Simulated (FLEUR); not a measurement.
# Collinear magnetic orders of CoO with FLEUR

A self-consistent run ends on one state, which hangs on the start. Several orders of CoO are started in FLEUR and their energies compared.

Calculated with FLEUR MaX-R8.1; PBE with U = 3.5 eV on Co d; all-electron FLAPW, Dirac cores, scalar-relativistic bands.

This is a report of a sequence of runs, with most program output left out.

## Step 1: The starting structure

The structure is tetragonal, space group I4/mmm (No. 139). The conventional cell has a = 3.016 Å, b = 3.016 Å, c = 4.214 Å, α = 90.00°, β = 90.00°, γ = 90.00°. Co has 6 O at 2.11 to 2.13 Å nearest. O has 6 Co at 2.11 to 2.13 Å nearest. Farther neighbours and most contacts between anions are not listed.

As a file:

```xyz
2
Lattice="-1.5080 1.5080 2.1072 1.5080 -1.5080 2.1072 1.5080 1.5080 -2.1072" Properties=species:S:1:pos:R:3 pbc="T T T"
Co    0.0000    0.0000    0.0000
O     0.0000    0.0000    2.1072
```

## Step 2: Run 1 (ferro +)

The parallel start comes first: it shows whether parallel moments hold. The U counters the self-interaction that shrinks the moments of a localised shell.

inpgen writes inp.xml from crystal.txt; cutoffs, mixing, functional, smearing and local orbitals are then set in the file. The k list default-1 (kpts.xml, not shown) is a Γ-centred 10×10×10 mesh; where the ranks do not divide the number of points, some are split in two of half the weight.

inp.xml

```
<?xml version="1.0" encoding="UTF-8" standalone="no"?>
<fleurInput fleurInputVersion="0.39">
   <comment>
      CoO
   </comment>
   <calculationSetup>
      <cutoffs Kmax="4.29" Gmax="12.9" GmaxXC="12.9" numbands="0"/>
      <scfLoop itmax="120" minDistance="0.0001" maxIterBroyd="15" imix="Anderson" alpha="0.05" precondParam="0.0" spinf="2.0" sdNocoIR="T"/>
      <coreElectrons ctail="T" frcor="F" kcrel="0" coretail_lmax="0"/>
      <xcFunctional name="pbe" relativisticCorrections="F"/>
      <magnetism jspins="2"/>
      <soc l_soc="F" theta="0.0" phi="0.0" spav="F"/>
      <expertModes spex="0" secvar="F"/>
      <geometryOptimization l_f="F" forcealpha="1.0" forcemix="BFGS" epsdisp="0.00001" epsforce="0.00001"/>
      <ldaU l_linMix="F" mixParam="0.05" spinf="1.0"/>
   </calculationSetup>
   <cell>
      <bzIntegration valenceElectrons="23.0" mode="hist" fermiSmearingEnergy="0.00183747">
         <kPointListSelection listName="default-1"/>
         <xi:include xmlns:xi="http://www.w3.org/2001/XInclude" href="kpts.xml"> </xi:include>
      </bzIntegration>
      <xi:include xmlns:xi="http://www.w3.org/2001/XInclude" href="sym.xml"> </xi:include>
      <bulkLattice scale="1.0">
         <bravaisMatrix>
            <row-1>   -2.8497069958968000     2.8497069958968000     3.9821207229907136</row-1>
            <row-2>    2.8497069958968000    -2.8497069958968000     3.9821207229907136</row-2>
            <row-3>    2.8497069958968000     2.8497069958968000    -3.9821207229907136</row-3>
         </bravaisMatrix>
      </bulkLattice>
   </cell>
   <atomSpecies>
      <species name="Cobalt (Co3.000" element="Co" atomicNumber="27">
         <mtSphere radius="2.48" gridPoints="819" logIncrement="0.015"/>
         <atomicCutoffs lmax="10" lnonsphr="8"/>
         <electronConfig flipSpins="F">
            <coreConfig>(1s1/2) (2s1/2) (2p1/2) (2p3/2)</coreConfig>
            <valenceConfig>(3s1/2) (3p1/2) (3p3/2) (4s1/2) (3d3/2) (3d5/2)</valenceConfig>
            <stateOccupation state="(3d3/2)" spinUp="2.0" spinDown="0.8"/>
            <stateOccupation state="(3d5/2)" spinUp="3.0" spinDown="1.2"/>
         </electronConfig>
         <energyParameters s="4" p="4" d="3" f="4"/>
         <ldaU l="2" U="3.5" J="0.0" l_amf="F"/>
         <lo type="SCLO" l="0" n="3" eDeriv="0"/>
         <lo type="SCLO" l="1" n="3" eDeriv="0"/>
      </species>
      <species name="Oxygen (O)" element="O" atomicNumber="8">
         <mtSphere radius="1.4" gridPoints="463" logIncrement="0.023"/>
         <atomicCutoffs lmax="6" lnonsphr="4"/>
         <electronConfig flipSpins="F">
            <coreConfig>(1s1/2)</coreConfig>
            <valenceConfig>(2s1/2) (2p1/2) (2p3/2)</valenceConfig>
            <stateOccupation state="(2p1/2)" spinUp="0.666667" spinDown="0.666667"/>
            <stateOccupation state="(2p3/2)" spinUp="1.333333" spinDown="1.333333"/>
         </electronConfig>
         <energyParameters s="2" p="2" d="3" f="4"/>
      </species>
   </atomSpecies>
   <atomGroups>
      <atomGroup species="Cobalt (Co3.000">
         <relPos label="                   1">.0000000000 .0000000000 .0000000000</relPos>
         <force calculate="T" relaxXYZ="TTT"/>
      </atomGroup>
      <atomGroup species="Oxygen (O)">
         <relPos label="                   2">1.000/2.000 1.000/2.000 .0000000000</relPos>
         <force calculate="T" relaxXYZ="TTT"/>
      </atomGroup>
   </atomGroups>
   <output dos="F" band="F" slice="F">
      <bandDOS minEnergy="-.5*Htr" maxEnergy="0.5*Htr" sigma="0.015" storeEVData="T"/>
      <plotting iplot="0" polar="F">
         <plot TwoD="T" vec1="  1.0  0.0  0.0" vec2="  0.0  1.0  0.0" vec3="  0.0  0.0  1.0" zero="  0.0  0.0  0.0" file="plot"/>
      </plotting>
      <moessbauerParams electricFieldGradient="F" isomerShift="F" coreHyperfine="F" valenceHyperfine="F"/>
   </output>
</fleurInput>
```

crystal.txt

```
CoO
&input film=F cartesian=F /
-1.50800000000  1.50800000000  2.10724753770
1.50800000000  -1.50800000000  2.10724753770
1.50800000000  1.50800000000  -2.10724753770
1.8897261246
1.0 1.0 1.0

2
27 0.00000000000  0.00000000000  0.00000000000 : 3.000
8 0.50000000000  0.50000000000  0.00000000000

&kpt div1=10 div2=10 div3=10 gamma=T /
```

Run with:

```bash
OMP_NUM_THREADS=1 inpgen -f crystal.txt > inpgen.log  # inp.xml is then edited as shown
OMP_NUM_THREADS=1 mpirun -n 4 fleur_MPI > fleur.log
```

Wall time 25 s (4 MPI ranks of Intel Xeon Platinum 8488C (Sapphire Rapids), shared host); peak memory 0.26 GiB; 99 s of CPU time.

This step gave:

* free energy: -39963.2490 eV
* program's band gap on this mesh (in a metal only a level spacing): 0.002789 eV
* magnetization: 2.999 μB
* final state: ferromagnetic
* largest moment: 2.732 μB

After 26 cycles the largest moment stands at 2.73 μB.

## Step 3: Run 2 (antiferro q=(1/2,1/2,1/2) +-)

An opposed order shows whether neighbours prefer unlike signs.

The cell is doubled to 4 atoms to hold this order. The mesh is halved along the doubled vector, so that both cells sample the same points. The k list default-1 (kpts.xml, not shown) is a Γ-centred 5×10×10 mesh.

inp.xml: that of step 2 with these lines changed.

```diff
@@ -17,3 +17,3 @@
    <cell>
-      <bzIntegration valenceElectrons="23.0" mode="hist" fermiSmearingEnergy="0.00183747">
+      <bzIntegration valenceElectrons="46.0" mode="hist" fermiSmearingEnergy="0.00183747">
          <kPointListSelection listName="default-1"/>
@@ -24,5 +24,5 @@
          <bravaisMatrix>
-            <row-1>   -2.8497069958968000     2.8497069958968000     3.9821207229907136</row-1>
-            <row-2>    2.8497069958968000    -2.8497069958968000     3.9821207229907136</row-2>
-            <row-3>    2.8497069958968000     2.8497069958968000    -3.9821207229907136</row-3>
+            <row-1>   -5.6994139917936000     5.6994139917936000     7.9642414459814272</row-1>
+            <row-2>    0.0000000000000000     0.0000000000000000     7.9642414459814272</row-2>
+            <row-3>    0.0000000000000000     5.6994139917936000     0.0000000000000000</row-3>
          </bravaisMatrix>
@@ -39,2 +39,16 @@
             <stateOccupation state="(3d5/2)" spinUp="3.0" spinDown="1.2"/>
+         </electronConfig>
+         <energyParameters s="4" p="4" d="3" f="4"/>
+         <ldaU l="2" U="3.5" J="0.0" l_amf="F"/>
+         <lo type="SCLO" l="0" n="3" eDeriv="0"/>
+         <lo type="SCLO" l="1" n="3" eDeriv="0"/>
+      </species>
+      <species name="Cobalt (Co-3.000" element="Co" atomicNumber="27">
+         <mtSphere radius="2.48" gridPoints="819" logIncrement="0.015"/>
+         <atomicCutoffs lmax="10" lnonsphr="8"/>
+         <electronConfig flipSpins="F">
+            <coreConfig>(1s1/2) (2s1/2) (2p1/2) (2p3/2)</coreConfig>
+            <valenceConfig>(3s1/2) (3p1/2) (3p3/2) (4s1/2) (3d3/2) (3d5/2)</valenceConfig>
+            <stateOccupation state="(3d3/2)" spinUp="0.8" spinDown="2.0"/>
+            <stateOccupation state="(3d5/2)" spinUp="1.2" spinDown="3.0"/>
          </electronConfig>
@@ -62,4 +76,12 @@
       </atomGroup>
+      <atomGroup species="Cobalt (Co-3.000">
+         <relPos label="                   2">1.000/2.000 .0000000000 .0000000000</relPos>
+         <force calculate="T" relaxXYZ="TTT"/>
+      </atomGroup>
       <atomGroup species="Oxygen (O)">
-         <relPos label="                   2">1.000/2.000 1.000/2.000 .0000000000</relPos>
+         <relPos label="                   3">.0000000000 1.000/2.000 .0000000000</relPos>
+         <force calculate="T" relaxXYZ="TTT"/>
+      </atomGroup>
+      <atomGroup species="Oxygen (O)">
+         <relPos label="                   4">1.000/2.000 1.000/2.000 .0000000000</relPos>
          <force calculate="T" relaxXYZ="TTT"/>
```

crystal.txt

```
CoO
&input film=F cartesian=F /
-3.01600000000  3.01600000000  4.21449507540
0.00000000000  0.00000000000  4.21449507540
0.00000000000  3.01600000000  0.00000000000
1.8897261246
1.0 1.0 1.0

4
27 0.00000000000  0.00000000000  0.00000000000 : 3.000
27 0.50000000000  0.00000000000  0.00000000000 : -3.000
8 0.00000000000  0.50000000000  0.00000000000
8 0.50000000000  0.50000000000  0.00000000000

&kpt div1=5 div2=10 div3=10 gamma=T /
```

Run time: 1.8 min. Hardware: 4 MPI ranks; peak memory 0.45 GiB; 7.1 min of CPU time.

Spin moment in the muffin-tin sphere by atom:

| atom | spin moment in the muffin-tin sphere (μB) |
| --- | --- |
| Co1 | 2.75 |
| Co2 | -2.75 |
| O3 | -0.11 |
| O4 | 0.11 |

This step gave:

```
free energy                                                       : -79927.6994 eV
program's band gap on this mesh (in a metal only a level spacing) : 0.2226 eV
magnetization                                                     : 0 μB
final state                                                       : antiferromagnetic
```

It lies 601 meV a seeded atom under the first start (under a U so large a difference can come mostly from another filling of the orbitals), and its largest moment is 2.75 μB against 2.73 μB.

## Step 4: Start 3: antiferro q=(0,1/2,0) +-

This order needs a doubled cell of 4 atoms. The mesh is halved along the doubled vector, so that both cells sample the same points. The k list default-1 (kpts.xml, not shown) is a Γ-centred 10×5×10 mesh.

inp.xml: that of step 3 with these lines changed.

```diff
@@ -24,5 +24,5 @@
          <bravaisMatrix>
-            <row-1>   -5.6994139917936000     5.6994139917936000     7.9642414459814272</row-1>
-            <row-2>    0.0000000000000000     0.0000000000000000     7.9642414459814272</row-2>
-            <row-3>    0.0000000000000000     5.6994139917936000     0.0000000000000000</row-3>
+            <row-1>   -2.8497069958968000     2.8497069958968000     3.9821207229907136</row-1>
+            <row-2>    5.6994139917936000    -5.6994139917936000     7.9642414459814272</row-2>
+            <row-3>    2.8497069958968000     2.8497069958968000    -3.9821207229907136</row-3>
          </bravaisMatrix>
@@ -77,3 +77,3 @@
       <atomGroup species="Cobalt (Co-3.000">
-         <relPos label="                   2">1.000/2.000 .0000000000 .0000000000</relPos>
+         <relPos label="                   2">.0000000000 1.000/2.000 .0000000000</relPos>
          <force calculate="T" relaxXYZ="TTT"/>
@@ -81,7 +81,4 @@
       <atomGroup species="Oxygen (O)">
-         <relPos label="                   3">.0000000000 1.000/2.000 .0000000000</relPos>
-         <force calculate="T" relaxXYZ="TTT"/>
-      </atomGroup>
-      <atomGroup species="Oxygen (O)">
-         <relPos label="                   4">1.000/2.000 1.000/2.000 .0000000000</relPos>
+         <relPos label="                   3">1.000/2.000 1.000/4.000 .0000000000</relPos>
+         <relPos label="                   4">1.000/2.000 -1.000/4.000 .0000000000</relPos>
          <force calculate="T" relaxXYZ="TTT"/>
```

crystal.txt

```
CoO
&input film=F cartesian=F /
-1.50800000000  1.50800000000  2.10724753770
3.01600000000  -3.01600000000  4.21449507540
1.50800000000  1.50800000000  -2.10724753770
1.8897261246
1.0 1.0 1.0

4
27 0.00000000000  0.00000000000  0.00000000000 : 3.000
27 0.00000000000  0.50000000000  0.00000000000 : -3.000
8 0.50000000000  0.25000000000  0.00000000000
8 0.50000000000  0.75000000000  0.00000000000

&kpt div1=10 div2=5 div3=10 gamma=T /
```

Wall time 6.4 min (4 MPI ranks); peak memory 0.56 GiB.

Spin moment in the muffin-tin sphere by atom:

```csv
atom,spin moment in the muffin-tin sphere (μB)
Co1,2.63
Co2,-2.63
O3,0.00
O4,0.00
```

This step gave:

- free energy: -79926.5710 eV
- program's band gap on this mesh (in a metal only a level spacing): 1.32e-7 eV
- magnetization: 0 μB
- final state: antiferromagnetic

It lies 36.4 meV a seeded atom under the first start, and its largest moment is 2.63 μB against 2.73 μB.

## Step 5: Run 4 (antiferro q=(0,0,1/2) +-)

Reversing part of the moments tests the sign of the couplings between them.

The cell is doubled to 4 atoms to hold this order. The mesh is halved along the doubled vector, so that both cells sample the same points. The k list default-1 (kpts.xml, not shown) is a Γ-centred 10×10×5 mesh.

inp.xml: that of step 4 with these lines changed.

```diff
@@ -25,4 +25,4 @@
             <row-1>   -2.8497069958968000     2.8497069958968000     3.9821207229907136</row-1>
-            <row-2>    5.6994139917936000    -5.6994139917936000     7.9642414459814272</row-2>
-            <row-3>    2.8497069958968000     2.8497069958968000    -3.9821207229907136</row-3>
+            <row-2>    2.8497069958968000    -2.8497069958968000     3.9821207229907136</row-2>
+            <row-3>    5.6994139917936000     5.6994139917936000    -7.9642414459814272</row-3>
          </bravaisMatrix>
@@ -77,3 +77,3 @@
       <atomGroup species="Cobalt (Co-3.000">
-         <relPos label="                   2">.0000000000 1.000/2.000 .0000000000</relPos>
+         <relPos label="                   2">.0000000000 .0000000000 1.000/2.000</relPos>
          <force calculate="T" relaxXYZ="TTT"/>
@@ -81,4 +81,7 @@
       <atomGroup species="Oxygen (O)">
-         <relPos label="                   3">1.000/2.000 1.000/4.000 .0000000000</relPos>
-         <relPos label="                   4">1.000/2.000 -1.000/4.000 .0000000000</relPos>
+         <relPos label="                   3">1.000/2.000 1.000/2.000 .0000000000</relPos>
+         <force calculate="T" relaxXYZ="TTT"/>
+      </atomGroup>
+      <atomGroup species="Oxygen (O)">
+         <relPos label="                   4">1.000/2.000 1.000/2.000 1.000/2.000</relPos>
          <force calculate="T" relaxXYZ="TTT"/>
```

crystal.txt

```
CoO
&input film=F cartesian=F /
-1.50800000000  1.50800000000  2.10724753770
1.50800000000  -1.50800000000  2.10724753770
3.01600000000  3.01600000000  -4.21449507540
1.8897261246
1.0 1.0 1.0

4
27 0.00000000000  0.00000000000  0.00000000000 : 3.000
27 0.00000000000  0.00000000000  0.50000000000 : -3.000
8 0.50000000000  0.50000000000  0.00000000000
8 0.50000000000  0.50000000000  0.50000000000

&kpt div1=10 div2=10 div3=5 gamma=T /
```

It took 1.7 min on 4 MPI ranks; peak memory 0.46 GiB.

This step gave:

```
free energy                                                       : -79927.7359 eV
program's band gap on this mesh (in a metal only a level spacing) : 0.2445 eV
magnetization                                                     : 0 μB
final state                                                       : antiferromagnetic
largest moment                                                    : 2.754 μB
```

It lies 619 meV a seeded atom under the first start (under a U so large a difference can come mostly from another filling of the orbitals), and its largest moment is 2.75 μB against 2.73 μB.

(Part 1 of 2 ends here.)

[Logs and program files are shortened in this print: banners, set-up blocks, solver, clock and traceback lines can be left out without a mark of their own.]

[Logs are printed without paths, hosts, clocks, repeated set-up lines and the standing remarks that a program may print on its own settings, such as how far it seeks lower states.]

[Hosts, paths, dates, database ids (printed as entryN), source tags and the programs' standing remarks are cut or masked in the printed files.]

[Where a cell is said to come from a database of computed structures, the database is the Materials Project.]
